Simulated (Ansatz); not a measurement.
`F[C](F)(F)[GeH3]` + `N[SiH3]` → `[SiH3][NH][GeH3]` + trifluoromethane at 400 K and 1 bar (ligand exchange at a Ge–C bond).

Computed with Ansatz on PBE0-D4/def2-TZVP structures; ΔE is electronic, products minus reactants. CBS: MP2 limit from def2 TZ/QZ plus the TZ coupled-cluster correction, frozen cores. This one scheme is used for every species. For Ge outer-core shells are correlated without core-valence functions, which leaves a few kJ/mol of doubt a bond. Scalar relativity is left out up to krypton.

```
           species  CCSD(T)/CBS energy (Eh)  H − E (kJ/mol)  S (J/(mol·K))
`F[C](F)(F)[GeH3]`              -2415.32566           127.3          358.0
         `N[SiH3]`               -346.80422           153.0          285.3
`[SiH3][NH][GeH3]`              -2424.11992           199.5          375.1
          `FC(F)F`               -338.02896            84.0          275.7
```

H − E and S are ideal-gas, rigid-rotor, harmonic terms from PBE0-D4/def2-TZVP, for one conformer and one mirror image of each species. 1 Eh = 2625.50 kJ/mol, R = 8.31446 J/(mol·K).

Problem. By hand: ΔE, ΔH, ΔS and ΔG.

Solution. ΔE = (-2424.11992) + (-338.02896) − (-2415.32566) − (-346.80422) = -0.01900 Eh = -49.9 kJ/mol. Δ(H − E) = 199.5 + 84.0 − 127.3 − 153.0 = 3.2, so ΔH = -46.7 kJ/mol. ΔS = 375.1 + 275.7 − 358.0 − 285.3 = 7.5 J/(mol·K). ΔG = -46.7 − 400 × (7.5)/1000 = -49.7 kJ/mol.

Problem. By hand: the equilibrium constant, and the temperature at which ΔG would vanish if ΔH and ΔS stayed fixed.

Solution. log₁₀ K = −ΔG/(RT ln 10) = 6.5. ΔH and −TΔS have one sign here, so there is no such temperature.

The number of gas molecules stays the same, so ΔS is small and ΔH decides. A doubt of 5 kJ/mol in ΔE shifts log₁₀ K by 0.7 here. Other conformers and mirror images would add mixing entropy, several J/(mol·K) or more a flexible species. Modes under 60 cm⁻¹, often nearly free rotors, make the harmonic entropy too high. These are equilibria of isolated gas molecules and say nothing of rates. Largest T1 diagnostic: 0.012 (customary marks: 0.02 for closed shells, 0.045 for open ones).

ΔS is within the doubt of such terms, so its sign, and with it that verdict, could turn.
